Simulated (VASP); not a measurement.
Set up this calculation in VASP 6.6.1, as the native input.

| Property | Result |
| --- | --- |
| Task | band structure |
| Functional | TB-mBJ |
| Potentials or basis | VASP PAW PBE potentials, release 64 (Sn_d, O) |
| Cutoff | 520 eV |
| k mesh | 6 × 6 × 4 |
| Occupations | gaussian, width 0.03 eV |
| Spin | spin-orbit coupling, no magnetisation |
| Further INCAR settings | ALGO = Normal; EDIFF = 1e-07 |

Crystal: SnO (Romarchite).

```
CELL_PARAMETERS angstrom
3.83538 0.00000 0.00000
0.00000 3.83538 0.00000
0.00000 0.00000 4.72805
ATOMIC_POSITIONS crystal
Sn 0.50000 0.00000 0.24596
Sn 0.00000 0.50000 0.75404
O 0.00000 0.00000 0.00000
O 0.50000 0.50000 0.00000
```

One way to write it, as run:

POSCAR

```
SnO                                     
1.0
    3.8353843991      0.0000000000      0.0000000000
    0.0000000000      3.8353843991      0.0000000000
    0.0000000000      0.0000000000      4.7280490071
  Sn              O             
     2     2
Direct
     0.5000000000000000    0.0000000000000000    0.2459635701948528
     0.0000000000000000    0.5000000000000000    0.7540364298051472
     0.0000000000000000    0.0000000000000000    0.0000000000000000
     0.5000000000000000    0.5000000000000000    0.0000000000000000
```

INCAR.step1

```
SYSTEM = SnO
PREC = Accurate ; ENCUT = 520
EDIFF = 1E-5 ; ISMEAR = 0
SIGMA = 0.03 ; LREAL = .False.
LASPH = .True. ; NELM = 80
ALGO = Normal ; ISIF = 2
LWAVE = .True. ; LCHARG = .False.
LNONCOLLINEAR = .True. ; MAGMOM = 0 0 0 0 0 0 0 0 0 0 0 0
LORBIT = 11 ; LSORBIT = .True.
GGA_COMPAT = .False. ; KPAR = 2
GGA = PE
```

INCAR.step2

```
SYSTEM = SnO
PREC = Accurate ; ENCUT = 520
EDIFF = 1E-7 ; ISMEAR = 0
SIGMA = 0.03 ; LREAL = .False.
LASPH = .True. ; NELM = 80
ALGO = Normal ; ISIF = 2
LWAVE = .False. ; LCHARG = .False.
LNONCOLLINEAR = .True. ; MAGMOM = 0 0 0 0 0 0 0 0 0 0 0 0
LORBIT = 11 ; LSORBIT = .True.
GGA_COMPAT = .False. ; METAGGA = MBJ
KPAR = 2 ; ISTART = 1
```

KPOINTS

```
Automatic mesh
0
Gamma
  6 6 4
  0 0 0
```

KPOINTS_OPT

```
explicit points
213
Reciprocal
 0.0000000000  0.0000000000  0.0000000000 1
 0.0000000000  0.0357142857  0.0000000000 1
 0.0000000000  0.0714285714  0.0000000000 1
 0.0000000000  0.1071428571  0.0000000000 1
 0.0000000000  0.1428571429  0.0000000000 1
 0.0000000000  0.1785714286  0.0000000000 1
[... 205 lines left out ...]
 0.0000000000  0.0000000000  0.5269653000 1
 0.0000000000  0.0000000000  0.4730347000 1
```

Potentials or basis: VASP PAW PBE potentials, release 64 (Sn_d, O).

The run is started by

```console
$ cat potpaw_PBE.64/Sn_d/POTCAR potpaw_PBE.64/O/POTCAR > POTCAR
$ cp INCAR.step1 INCAR
$ mpirun -np 2 vasp_ncl > vasp.out
$ cp INCAR.step2 INCAR
$ mpirun -np 2 vasp_ncl > vasp.out
```

It gave:

The valence electrons inside the program's atomic spheres are Sn 11.87; O 5.16.

It took 13 min on 2 MPI ranks on AMD EPYC 9R45 (Zen 5) (shared host), peak memory 0.51 GiB a rank.
